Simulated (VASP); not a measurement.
# ZrB2 (P6/mmm) in VASP: electric field gradients with r2SCAN

Aim: the electric field gradients of ZrB2 with r2SCAN.

Everything below comes from runs of VASP 6.6.1. Logs are shortened: lines on timing, memory, paths and dates and some standing lists are left out, and cuts for length are marked.

**1. The structure**

The structure is hexagonal, space group P6/mmm (No. 191). The conventional cell has a = 3.167 Å, b = 3.167 Å, c = 3.531 Å, α = 90.00°, β = 90.00°, γ = 120.00°. Zr (site symmetry 6/mmm) is surrounded by 12 B at 2.54 Å. Around B (site symmetry -6m2) lie 3 B at 1.83 Å.

The cell was built by a generator and needn't be a form met in nature.

**2. Electric field gradients, r2SCAN**

The input, POSCAR:

```
ZrB2
1.0
    3.1670000000      0.0000000000      0.0000000000
   -1.5835000000      2.7427024538      0.0000000000
    0.0000000000      0.0000000000      3.5310000000
Zr B
1 2
Direct
    0.0000000000      0.0000000000      0.0000000000
    0.3333333333      0.6666666667      0.5000000000
    0.6666666667      0.3333333333      0.5000000000
```

The input, INCAR.step1:

```
ALGO = Normal
EDIFF = 1E-4
ENCUT = 520
GGA = PE
ISMEAR = 0
LASPH = True
LCHARG = False
LREAL = False
LWAVE = True
NBANDS = 16
NELM = 100
PREC = Accurate
SIGMA = 0.1
```

The input, INCAR.step2:

```
ALGO = Normal
EDIFF = 1E-8
ENCUT = 520
ISIF = 2
ISMEAR = 0
ISTART = 1
LASPH = True
LCHARG = False
LEFG = True
LMIXTAU = True
LREAL = False
LWAVE = False
METAGGA = R2SCAN
NBANDS = 16
NELM = 100
PREC = Accurate
SIGMA = 0.1
```

The input, KPOINTS:

```
k-points
0
Gamma
  18 18 12
```

Potentials or basis: VASP PAW PBE potentials, release 64 (Zr_sv, B).

The run is started by

```sh
cat potpaw_PBE.64/Zr_sv/POTCAR potpaw_PBE.64/B/POTCAR > POTCAR
cp INCAR.step1 INCAR
mpirun -np 1 vasp_std > vasp.out
cp INCAR.step2 INCAR
mpirun -np 1 vasp_std > vasp.out
```

OUTCAR:

```text
EDIFF = 1E-8
   ENCUT = 520
   ISIF = 2
   ISMEAR = 0
   ISTART = 1
   LASPH = True
   LREAL = False
   METAGGA = R2SCAN
   NELM = 100
   PREC = Accurate

 ion  position               nearest neighbor table
   1  0.000  0.000  0.000-   2 2.54   3 2.54   2 2.54   3 2.54   3 2.54   3 2.54   2 2.54   2 2.54
                             3 2.54   3 2.54   2 2.54   2 2.54
   2  0.333  0.667  0.500-   3 1.83   3 1.83   3 1.83   1 2.54   1 2.54   1 2.54   1 2.54   1 2.54
                             1 2.54
   3  0.667  0.333  0.500-   2 1.83   2 1.83   2 1.83   1 2.54   1 2.54   1 2.54   1 2.54   1 2.54
                             1 2.54

  LATTYP: Found a hexagonal cell.
 ALAT       =     3.1670000000
 C/A-ratio  =     1.1149352700

  Lattice vectors:

 A1 = (   3.1670000000,   0.0000000000,   0.0000000000)
 A2 = (  -1.5835000000,   2.7427024538,   0.0000000000)
 A3 = (   0.0000000000,   0.0000000000,   3.5310000000)

Analysis of symmetry for initial positions (statically):
=====================================================================
 Subroutine PRICEL returns:
 Original cell was already a primitive cell.

 Routine SETGRP: Setting up the symmetry group for a
 hexagonal supercell.

 Subroutine GETGRP returns: Found 24 space group operations
 (whereof 24 operations were pure point group operations)
 out of a pool of 24 trial point group operations.

The static configuration has the point symmetry D_6h.

Analysis of symmetry for dynamics (positions and initial velocities):
=====================================================================
 Subroutine PRICEL returns:
 Original cell was already a primitive cell.

 Routine SETGRP: Setting up the symmetry group for a
 hexagonal supercell.

 Subroutine GETGRP returns: Found 24 space group operations
 (whereof 24 operations were pure point group operations)
 out of a pool of 24 trial point group operations.

The dynamic configuration has the point symmetry D_6h.

 Subroutine INISYM returns: Found 24 space group operations
 (whereof 24 operations are pure point group operations),
 and found     1 'primitive' translations

----------------------------------------------------------------------------------------

                                     Primitive cell

  volume of cell :      30.6708

  direct lattice vectors                    reciprocal lattice vectors
     3.167000000  0.000000000  0.000000000     0.315756236  0.182301948  0.000000000
    -1.583500000  2.742702454  0.000000000     0.000000000  0.364603896  0.000000000
     0.000000000  0.000000000  3.531000000     0.000000000  0.000000000  0.283205891

  length of vectors
     3.167000000  3.167000000  3.531000000     0.364603896  0.364603896  0.283205891

  position of ions in fractional coordinates (direct lattice)
     0.000000000  0.000000000  0.000000000
     0.333333333  0.666666667  0.500000000
     0.666666667  0.333333333  0.500000000

  ion indices of the primitive-cell ions
   primitive index   ion index
                 1           1
                 2           2
                 3           3

----------------------------------------------------------------------------------------

 KPOINTS: k-points

Automatic generation of k-mesh.
 Grid dimensions read from file:
 generate k-points for:   18   18   12

 Generating k-lattice:

  Cartesian coordinates                     Fractional coordinates (reciprocal lattice)
     0.017542013  0.010127886  0.000000000     0.055555556  0.000000000  0.000000000
     0.000000000  0.020255772  0.000000000     0.000000000  0.055555556  0.000000000
     0.000000000  0.000000000  0.023600491     0.000000000  0.000000000  0.083333333

  Length of vectors
     0.020255772  0.020255772  0.023600491

  Shift w.r.t. Gamma in fractional coordinates (k-lattice)
     0.000000000  0.000000000  0.000000000

 Subroutine IBZKPT returns following result:
 ===========================================

 Found    259 irreducible k-points:

 Following reciprocal coordinates:
            Coordinates               Weight
  0.000000  0.000000  0.000000      1.000000
  0.055556 -0.000000  0.000000      6.000000
  0.111111 -0.000000  0.000000      6.000000
  0.166667  0.000000  0.000000      6.000000
  0.222222 -0.000000  0.000000      6.000000
  0.277778  0.000000  0.000000      6.000000
[... 16 lines left out ...]
  0.333333  0.111111  0.000000     12.000000
  0.388889  0.111111  0.000000     12.000000
 [... further k-points ...]
   k-points           NKPTS =    259   k-points in BZ     NKDIM =    259   number of bands    NBANDS=     16
   number of dos      NEDOS =    301   number of ions     NIONS =      3
   total plane-waves  NPLWV =  16128
   dimension x,y,z NGX =    24 NGY =   24 NGZ =   28
   dimension x,y,z NGXF=    48 NGYF=   48 NGZF=   56
   ions per type =               1   2
   NGX,Y,Z   is equivalent  to a cutoff of  12.60, 12.60, 13.18 a.u.
   NGXF,Y,Z  is equivalent  to a cutoff of  25.20, 25.20, 26.37 a.u.
 SYSTEM =  unknown system
   PREC   = accura    normal or accurate (medium, high low for compatibility)
   ISTART =      1    job   : 0-new  1-cont  2-samecut
   ICHARG =      0    charge: 1-file 2-atom 10-const
   ISPIN  =      1    spin polarized calculation?
   LNONCOLLINEAR =      F non collinear calculations
   LSORBIT =      F    spin-orbit coupling
   LASPH  =      T    aspherical Exc in radial PAW
   ENCUT  =  520.0 eV  38.22 Ry    6.18 a.u.   5.89  5.89  6.57*2*pi/ulx,y,z
   NELM   =    100;   NELMIN=  2; NELMDL=  0     # of ELM steps
   EDIFF  = 0.1E-07   stopping-criterion for ELM
   LREAL  =      F    real-space projection
   EDIFFG = 0.1E-06   stopping-criterion for IOM
   NSW    =      0    number of steps for IOM
   IBRION =     -1    ionic relax: 0-MD 1-quasi-New 2-CG
   NFREE  =      0    steps in history (QN), initial steepest desc. (CG)
   ISIF   =      2    stress and relaxation
   ISYM   =      2    0-nonsym 1-usesym 2-fastsym
   POTIM  = 0.5000    time-step for ionic-motion
   TEBEG  =    0.0;   TEEND  =   0.0 temperature during run
   PSTRESS=    0.0 pullay stress
   NELECT =      18.0000    total number of electrons
   NUPDOWN=      -1.0000    fix difference up-down
   EMIN   =  10.00;   EMAX   =-10.00  energy-range for DOS
   EFERMI =   0.00;   METHOD = LEGACY
   ISMEAR =     0;   SIGMA  =   0.10  broadening in eV -4-tet -1-fermi 0-gaus
   EFERMI_NEDOS =   21; number of points for ismear=-14 and -15
   IALGO  =     38    algorithm
   IMIX   =      4    mixing-type and parameters
     AMIX     =   0.40;   BMIX     =  1.00
     AMIX_MAG =   1.60;   BMIX_MAG =  1.00
  volume/ion in A,a.u.               =      10.22        68.99
  Fermi-wavevector in a.u.,A,eV,Ry     =   1.370642  2.590139 25.560730  1.878661
  Thomas-Fermi vector in A             =   2.496410
   LORBIT       =      0    0 simple, 1 ext, 2 COOP (PROOUT), +10 PAW based schemes
   METAGGA = R2SCAN    functional components
   LHFCALC =     F    Hartree Fock is set to
   AEXX    =    0.0000 exact exchange contribution
   IVDW    =     0    specifies the selected vdW correction
   LEPSILON=     F    determine dielectric tensor
   LRPA    =     F    only Hartree local field effects (RPA)
 non-spin polarized calculation
 Gauss-broadening in eV      SIGMA  =   0.10
  energy-cutoff  :      520.00
  volume of cell :       30.67
 maximum number of plane-waves:       844
 NGX is ok and might be reduce to    24
   NGX = 11   NGY = 11   NGZ = 13

 number of electron      18.0000000 magnetization

 Free energy of the ion-electron system (eV)
  ---------------------------------------------------
  ext. energy  EPLUGINS =         0.00000000
  ---------------------------------------------------
  free energy    TOTEN  =       -40.63642374 eV

  energy without entropy =      -40.63527503  energy(sigma->0) =      -40.63584939

 E-fermi :  10.7395     XC(G=0): -13.3883

 val. band max:       10.6607201463   @ k =   0.1111  -0.0000   0.4167
 cond. band min:      10.7601109103   @ k =   0.2222   0.2222   0.0833
 fundamental gap:      0.0993907640
 Fermi energy:        10.7394832468

 k-point     1 :       0.0000    0.0000    0.0000
  band No.  band energies     occupation
      1     -39.7242      2.00000
      2     -17.2213      2.00000
      3     -16.6425      2.00000
      4     -16.6425      2.00000
      5      -2.9811      2.00000
      6       7.8827      2.00000
[... 8 lines left out ...]
     15      16.0258      0.00000
     16      16.0258      0.00000

 k-point     2 :       0.0556   -0.0000    0.0000
  band No.  band energies     occupation
      1     -39.7204      2.00000
      2     -17.2158      2.00000
      3     -16.6750      2.00000
      4     -16.6494      2.00000
      5      -2.9149      2.00000
      6       7.6726      2.00000
[... 8 lines left out ...]
     15      16.3996      0.00000
     16      16.5616      0.00000

 k-point     3 :       0.1111   -0.0000    0.0000
  band No.  band energies     occupation
      1     -39.7096      2.00000
      2     -17.1997      2.00000
      3     -16.7676      2.00000
      4     -16.6692      2.00000
      5      -2.7199      2.00000
      6       7.1195      2.00000
[... 8 lines left out ...]
     15      16.8779      0.00000
     16      17.5337      0.00000

 k-point     4 :       0.1667    0.0000    0.0000
  band No.  band energies     occupation
      1     -39.6929      2.00000
      2     -17.1749      2.00000
      3     -16.9067      2.00000
      4     -16.6994      2.00000
      5      -2.4057      2.00000
      6       6.3684      2.00000
[... 8 lines left out ...]
     15      17.8677      0.00000
     16      17.8723      0.00000
[... 324 lines left out ...]
 k-point    22 :       0.2778    0.1111    0.0000
  band No.  band energies     occupation
      1     -39.6242      2.00000
      2     -17.3979      2.00000
      3     -17.0725      2.00000
      4     -16.8725      2.00000
      5      -0.7148      2.00000
      6       3.8409      2.00000
[... 8 lines left out ...]
     15      19.0012      0.00000
     16      20.7764      0.00000

 k-point    23 :       0.3333    0.1111    0.0000
  band No.  band energies     occupation
      1     -39.6082      2.00000
      2     -17.5065      2.00000
      3     -17.0487      2.00000
      4     -16.9108      2.00000
      5      -0.0599      2.00000
      6       3.0265      2.00000
[... 8 lines left out ...]
     15      19.9203      0.00000
     16      20.4681      0.00000

 k-point    24 :       0.3889    0.1111    0.0000
  band No.  band energies     occupation
      1     -39.5978      2.00000
      2     -17.5764      2.00000
      3     -17.0330      2.00000
      4     -16.9357      2.00000
      5       0.6502      2.00000
      6       2.2171      2.00000
[... 8 lines left out ...]
     15      19.8227      0.00000
     16      20.6693      0.00000

 [... further k-points ...]

------------------------ aborting loop because EDIFF is reached ----------------------------------------

  FORCE on cell =-STRESS in cart. coord.  units (eV):
  Direction    XX          YY          ZZ          XY          YZ          ZX
  --------------------------------------------------------------------------------------
  -------------------------------------------------------------------------------------
  Total        0.1652503      0.1652503      0.5146146      0.0000000      0.0000000     -0.0000000
  in kB        8.6323357      8.6323357     26.8824108      0.0000000      0.0000000     -0.0000000
  external PRESSURE =      14.7156941 kB  Pullay stress =       0.0000000 kB

 VOLUME and BASIS-vectors are now :
 -----------------------------------------------------------------------------
  energy-cutoff  :      520.00
  volume of cell :       30.67
      direct lattice vectors                 reciprocal lattice vectors
     3.167000000  0.000000000  0.000000000     0.315756236  0.182301948  0.000000000
    -1.583500000  2.742702454  0.000000000     0.000000000  0.364603896  0.000000000
     0.000000000  0.000000000  3.531000000     0.000000000  0.000000000  0.283205891

 POSITION                                       TOTAL-FORCE (eV/Angst)
 -----------------------------------------------------------------------------------
      0.00000      0.00000      0.00000        -0.000000      0.000000      0.000000
     -0.00000      1.82847      1.76550        -0.000000      0.000000      0.000000
      1.58350      0.91423      1.76550         0.000000      0.000000     -0.000000
 -----------------------------------------------------------------------------------
    total drift:                               -0.000000      0.000000     -0.000000

  FREE ENERGIE OF THE ION-ELECTRON SYSTEM (eV)
  ---------------------------------------------------
  free  energy   TOTEN  =       -40.6364237396 eV

  energy  without entropy=      -40.6352750332  energy(sigma->0) =      -40.63584939

 Electric field gradients (V/A^2)
---------------------------------------------------------------------
 ion       V_xx      V_yy      V_zz      V_xy      V_xz      V_yz
---------------------------------------------------------------------
   1     -19.057   -19.057    38.114    -0.000    -0.000     0.000
   2      -0.867    -0.867     1.733    -0.000     0.000    -0.000
   3      -0.867    -0.867     1.733    -0.000     0.000     0.000
---------------------------------------------------------------------

 Electric field gradients after diagonalization (V/A^2)
 (convention: |V_zz| > |V_xx| > |V_yy|)
----------------------------------------------------------------------
 ion       V_xx      V_yy      V_zz     asymmetry (V_yy - V_xx)/ V_zz
----------------------------------------------------------------------
   1     -19.057   -19.057    38.114       0.000
   2      -0.867    -0.867     1.733       0.000
   3      -0.867    -0.867     1.733       0.000
----------------------------------------------------------------------

           NMR quadrupolar parameters

 Cq : quadrupolar parameter    Cq=e*Q*V_zz/h
 eta: asymmetry parameters     (V_yy - V_xx)/ V_zz
 Q  : nuclear electric quadrupole moment in mb (millibarn)
----------------------------------------------------------------------
 ion       Cq(MHz)       eta       Q (mb)
----------------------------------------------------------------------
   1       0.092       0.000       1.000
   2       0.004       0.000       1.000
   3       0.004       0.000       1.000
----------------------------------------------------------------------
```

Run time: 3.4 min. Hardware: 1 thread of Intel Xeon Platinum 8559C (Emerald Rapids), shared host; peak memory 0.24 GiB.

What came out:

| Item | Value |
| --- | --- |
| Free energy | -40.6364 eV |
| Pressure | 1.5 GPa |
| Band gap on the k mesh | none (metal or under the smearing width) |

Electric field gradients, principal values (V/Å²):
| atom | Vxx | Vyy | Vzz |
| --- | --- | --- | --- |
| 1 Zr | -19.057 | -19.057 | 38.114 |
| 2 B | -0.867 | -0.867 | 1.733 |
| 3 B | -0.867 | -0.867 | 1.733 |

Caveat: the PAW data sets were made with another functional, which shifts forces and pressure a little.
